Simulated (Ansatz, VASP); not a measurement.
# WS2 in VASP and in Ansatz

```xyz
6
Lattice="3.1832 0.0000 0.0000 -1.5916 2.7567 0.0000 0.0000 0.0000 23.6688" Properties=species:S:1:pos:R:3 pbc="T T T"
W     1.5916    0.9189    8.5842
W     0.0000    1.8378   15.0845
S     1.5916    0.9189   16.6435
S     0.0000    1.8378   10.1434
S     1.5916    0.9189   13.5253
S     0.0000    1.8378    7.0253
```

Alike in both runs: task band structure; functional PBEsol; k mesh 7 × 7 × 2; occupations fermi-dirac, width 0.05 eV; no spin polarisation.

```csv
,VASP,Ansatz
version,VASP 6.6.1,Ansatz 0.2.0
potentials or method,"VASP PAW PBE potentials, release 64 (W_sv, S)",Ansatz PAW
plane-wave cutoff (eV),520,420
valence electrons in the cell,52,52
```

Ansatz gave:

- gap on the k mesh at the Fermi level (eV): 1.63
- least direct gap on the mesh (eV): 2.40
- gap along the band path (eV): 1.45
- rms of the force components (eV/Å): 0.049

What did VASP give for the same quantities?

gap on the k mesh at the Fermi level (eV): 1.64; least direct gap on the mesh (eV): 2.40; gap along the band path (eV): 1.46; rms of the force components (eV/Å): 0.040.

Atom by atom the forces differ by 0.010 eV/Å (rms over components).

Caveats: spin-orbit coupling is left out, which moves the levels of the heavy elements; the PAW data sets were made with another functional, which shifts forces and pressure a little (VASP); the k mesh misses the band edges, so the gap on the mesh is wider than the one along the path (Ansatz); the PAW data sets come from PBE, with cores solved anew for the run's functional, which leaves a small shift of forces and pressure (Ansatz). A hybrid or GW would open this gap; PBEsol tends to underestimate it.
